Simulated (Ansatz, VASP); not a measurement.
## One calculation of SiNi3, two programs

```
Si Ni
1.0
     3.50626    0.00000    0.00000
     0.00000    3.50626    0.00000
     0.00000    0.00000    3.50626
Si Ni
1 3
Direct
  0.00000 0.00000 0.00000
  0.00000 0.50000 0.50000
  0.50000 0.00000 0.50000
  0.50000 0.50000 0.00000
```

Alike in both runs: functional PBE; k mesh 12 × 12 × 12; occupations gaussian, width 0.1 eV; no spin polarisation.

Ansatz relaxed the structure, and its values are those at the end. VASP's run is a single point on that final structure, the one shown.

|  | VASP | Ansatz |
| --- | --- | --- |
| version | VASP 6.6.1 | Ansatz 0.2.0 |
| potentials or method | VASP PAW PBE potentials, release 64 (Si, Ni) | scalar-relativistic, plane waves, PAW |
| plane-wave cutoff (eV) | 520 | 420 |
| valence electrons in the cell | 34 | 58 |

```tsv
	VASP	Ansatz	Ansatz less VASP
gap on the k mesh at the Fermi level (eV)	none	none	-
pressure (GPa)	0.1	0.0	-0.08
```

A gap of «none» marks a metal or a gap that the smearing closes. The two sets of potentials don't hold the same shells in valence.

Spin polarisation is off, so any magnetic state and its effect on volume and gap are missing.
